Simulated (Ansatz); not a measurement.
# SnSe: the cost of one run

Computed with Ansatz 0.2.0 (DFT, PBE, plane-wave PAW, default files, scalar-relativistic, unless a step's input says otherwise).

## (1) Starting point

Symmetry: Fm-3m, No. 225, cubic system. Conventional cell: a = 6.020 Å, b = 6.020 Å, c = 6.020 Å, α = 90.00°, β = 90.00°, γ = 90.00°. Around Sn (site symmetry m-3m) lie 6 Se at 3.01 Å. Around Se (site symmetry m-3m) lie 6 Sn at 3.01 Å.

As a file:

```
Sn Se
1.0
     0.00000    3.01000    3.01000
     3.01000    0.00000    3.01000
     3.01000    3.01000    0.00000
Sn Se
1 1
Direct
  0.00000 0.00000 0.00000
  0.50000 0.50000 0.50000
```

The earlier run gave: gap on the mesh 0.42 eV, largest force 0.000 eV/Å, pressure 1.1 GPa.

Site by site (atoms counted from 1):

```tsv
site	atoms	first shell	V_zz (10²¹ V/m²)	η	C_Q (MHz)
Sn	1	6 Se at 3.01 Å	0.00	–	–
Se	2	6 Sn at 3.01 Å	0.00	–	–
```

Conventions: |V_zz| ≥ |V_yy| ≥ |V_xx|, η = (V_xx − V_yy)/V_zz, C_Q = eQV_zz/h. Q values from Pyykkö, Mol. Phys. 116, 1328 (2018). A dash under C_Q marks elements without a common quadrupolar isotope.

## (2) Z stretched by -2 %, ions relaxed

File input.yaml:

```yaml
crystal:
  lattice:
    - [0.0, 3.01, 2.9498]
    - [3.01, 0.0, 2.9498]
    - [3.01, 3.01, 0.0]
  atoms:
    - { symbol: Sn, position: [0.0, 0.0, 0.0] }
    - { symbol: Se, position: [0.5, 0.5, 0.5] }
kpoints:
  mp_grid: { grid: [13, 13, 13] }
scf:
  occupations: { method: fermi_dirac, width: 0.02 }
hamiltonian:
  xc: pbe
  pseudopotentials: { kind: paw }
output:
  forces: true
  stress: true
  populations: true
  efg: { quadrupole_moments_barn: { Sn: -0.132 }, contact_densities: true }
relax:
  f_tol: 0.02
  max_steps: 60
```

The run is started by

```console
> ansatz run input.yaml --threads 1 --pin off --max-ram 3072MiB --backend cpu --events-out ev --progress --plain --runs-dir out
```

What time and memory should one allow on 1 thread of Intel Xeon 6975P-C (Granite Rapids), shared host?

About 7.4 s, with a peak of 0.58 GiB.
